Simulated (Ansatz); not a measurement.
**A computed series for CaF2: response to strain**

Start from CaF$_{2}$ in the fluorite structure (space group Fm-3m, No. 225; a = 5.4205 Å). Axes: x, y, z lie along the cube axes.

Strains are applied to the cell and any free atomic positions relax; under biaxial strain the out-of-plane vector relaxes too.

Method: PBEsol (Ansatz, a program for electronic structure), without spin-orbit coupling.

Candidates:
(a) strain tensor (xx, yy, zz, yz, xz, xy) = (−0.72, −0.90, +0.34, +0.46, −0.79, +0.24) %
(b) uniaxial strain ε_xx = −4.61 %
(c) biaxial strain +2.43 %, plane normal [001], relaxed out of plane
(d) uniaxial strain ε_xx = −2.60 %

Notes on the quantities. energy relative to the base: free energy F.

Q: Order them by energy relative to the base, lowest first.

A: (a) strain tensor (xx, yy, zz, yz, xz, xy) = (−0.72, −0.90, +0.34, +0.46, −0.79, +0.24) % (+1.6 meV/atom), (d) uniaxial strain ε_xx = −2.60 % (+4.9 meV/atom), (c) biaxial strain +2.43 %, plane normal [001], relaxed out of plane (+8.8 meV/atom), (b) uniaxial strain ε_xx = −4.61 % (+16 meV/atom)

Whether these cells are dynamically stable was not tested. The base started in Pca2_1 and relaxed to Fm-3m at this level.
